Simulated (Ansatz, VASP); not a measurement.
Ti: VASP beside Ansatz

INCAR

```
SYSTEM = Ti
ALGO = Normal
EDIFF = 1E-7
ENCUT = 550
GGA = PE
ISIF = 2
ISMEAR = 0
LASPH = .TRUE.
LCHARG = .FALSE.
LREAL = .FALSE.
LWAVE = .FALSE.
NBANDS = 12
NELM = 80
PREC = Accurate
SIGMA = 0.02
```

File KPOINTS:

```
k-points
0
G
  11 11 11
  0 0 0
```

POSCAR

```
Ti
2.8423
   -0.577349329768      0.577349329768      0.577349329768
    0.577349329768     -0.577349329768      0.577349329768
    0.577349329768      0.577349329768     -0.577349329768
Ti
1
Direct
    0.0000000000      0.0000000000      0.0000000000
```

File input.yaml:

```yaml
crystal:
  lattice:
    - [-1.641, 1.641, 1.641]
    - [1.641, -1.641, 1.641]
    - [1.641, 1.641, -1.641]
  atoms:
    - { symbol: Ti, position: [0.0, 0.0, 0.0] }
hamiltonian:
  xc: pbe
  pseudopotentials: { kind: paw }
kpoints:
  mp_grid: { grid: [11, 11, 11] }
scf:
  occupations: { method: gaussian, width: 0.02 }
output:
  forces: true
  stress: true
  eigenvalues: true
```

This isn't the form of Ti at room conditions, which is hcp.

Alike in both runs: task single point; functional PBE; k mesh 11 × 11 × 11; occupations gaussian, width 0.02 eV; no spin polarisation.

```csv
,VASP,Ansatz
version,VASP 6.6.1,Ansatz 0.2.0
potentials or method,"VASP PAW PBE potentials, release 64 (Ti_sv_GW)",Ansatz PAW
plane-wave cutoff (eV),550,420
valence electrons in the cell,12,12
```

VASP gave:

```
gap on the k mesh at the Fermi level (eV) : none
pressure (GPa)                            : -4.2
```

**Question.** What did Ansatz give for the same quantities?

**Answer.** gap on the k mesh at the Fermi level (eV): none; pressure (GPa): -2.9.

A gap of «none» marks a metal or a gap that the smearing closes. With one functional, cell and mesh, what is left measures potentials, basis and numerics.
